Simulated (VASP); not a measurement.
Wanted: the native input for a VASP 6.6.1 run.

```
Task                   : relaxation of shape and atoms at fixed volume
Functional             : LDA
Potentials or basis    : VASP PAW LDA potentials, release 64 (Ge_d, S)
Cutoff                 : 600 eV
k mesh                 : 4 × 8 × 6
Occupations            : gaussian, width 0.03 eV
Spin                   : no spin polarisation
Further INCAR settings : ALGO = Normal; EDIFF = 1e-07; IBRION = 2; EDIFFG = -0.01; NSW = 40; ISIF = 4
```

The structure of GeS lies in POSCAR:

```
GeS                                     
1.0
   10.0466345432      0.0000000000      0.0000000000
    0.0000000000      3.5923448870      0.0000000000
    0.0000000000      0.0000000000      4.0365549947
  Ge              S             
     4     4
Direct
     0.1183034955716774    0.2500000000000000    0.1193033937112272
     0.3816965044283226    0.7500000000000000    0.6193033937112271
     0.6183034955716775    0.2500000000000000    0.3806966062887728
     0.8816965044283225    0.7500000000000000    0.8806966062887729
     0.8530662885565239    0.2500000000000000    0.4927784193500989
     0.6469337114434761    0.7500000000000000    0.9927784193500988
     0.3530662885565238    0.2500000000000000    0.0072215806499011
     0.1469337114434761    0.7500000000000000    0.5072215806499012
```

The cell isn't the ideal one: a relaxed cell with its volume scaled by 0.96.

The input as run:

INCAR

```
SYSTEM = GeS
ALGO     = Normal         ! electronic algorithm
EDIFF    = 1E-7           ! SCF threshold, eV
EDIFFG   = -0.01          ! ionic threshold
ENCUT    = 600            ! plane-wave cutoff, eV
IBRION   = 2              ! ionic algorithm
ISIF     = 4              ! what is computed and relaxed
ISMEAR   = 0              ! smearing method
KPAR     = 2            
LASPH    = .True.         ! aspherical terms in the spheres
LCHARG   = .False.        ! write CHGCAR
LREAL    = .False.        ! projectors in reciprocal space
LWAVE    = .False.        ! write WAVECAR
NELM     = 80             ! most SCF steps
NSW      = 40             ! ionic steps
PREC     = Accurate       ! precision mode
SIGMA    = 0.03           ! smearing width, eV
```

KPOINTS

```
k-points
0
Gamma
  4 8 6
  0 0 0
```

Potentials or basis: VASP PAW LDA potentials, release 64 (Ge_d, S).

The run is started by

```console
$ cat potpaw_LDA.64/Ge_d/POTCAR potpaw_LDA.64/S/POTCAR > POTCAR
$ mpirun -np 2 vasp_std > vasp.out
```

Results of the run:

| Item | Value |
| --- | --- |
| Energy gained by relaxing | 3.1 meV/atom |
| Ionic steps | 10 |
| Pressure after relaxing | 2.0 GPa |
| Largest force after relaxing | 0.006 eV/Å |
| Band gap on the k mesh | 0.51 eV, indirect (least direct gap 0.97 eV) |

Run time: 8.4 min on 2 MPI ranks on Intel(R) Xeon(R) 6975P-C (Granite Rapids), on a shared host, peak memory 0.47 GiB a rank.
